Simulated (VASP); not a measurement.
Input of a VASP 6.6.1 run:

INCAR

```
ALGO = Fast ; EDIFF = 1E-6
EDIFFG = -0.001 ; ENCUT = 600
GGA = PS ; IBRION = 2
ISIF = 3 ; ISMEAR = -1
LASPH = T ; LCHARG = F
LREAL = F ; LWAVE = F
NELM = 80 ; NSW = 80
PREC = Accurate ; SIGMA = 0.15
```

KPOINTS

```
k-points
0
Gamma
  14 14 8
```

POSCAR

```
ZrH
1.0
    3.1902763251      0.0000000000      0.0000000000
    0.0000000000      3.1902763251      0.0000000000
    0.0000000000      0.0000000000      4.9905072820
Zr H
2 2
Direct
    0.0000000000      0.5000000000      0.0000000000
    0.5000000000      0.0000000000      0.5000000000
    0.0000000000      0.0000000000      0.7500000000
    0.0000000000      0.0000000000      0.2500000000
```

Potentials or basis: VASP PAW PBE potentials, release 64 (Zr_sv, H).

Run with:

```bash
$ cat potpaw_PBE.64/Zr_sv/POTCAR potpaw_PBE.64/H/POTCAR > POTCAR
$ mpirun -np 1 vasp_std > vasp.out
```

**Question.** What does it give for the relaxed volume?

**Answer.** 12.73 Å³/atom.

**Question.** Estimate the band gap on the k mesh.

**Answer.** None (metal or under the smearing width).

**Question.** Predict the space group after relaxing (to 0.05 Å).

**Answer.** P4_2/mmc (No. 131).

Final structure:
```xyz
4
Lattice="3.1929 0.0000 0.0000 0.0000 3.1929 0.0000 0.0000 0.0000 4.9963" Properties=species:S:1:pos:R:3 pbc="T T T"
Zr    0.0000    1.5965    0.0000
Zr    1.5965    0.0000    2.4981
H     0.0000    0.0000    3.7472
H     0.0000    0.0000    1.2491
```

Caveat: the PAW data sets were made with another functional, which shifts forces and pressure a little.
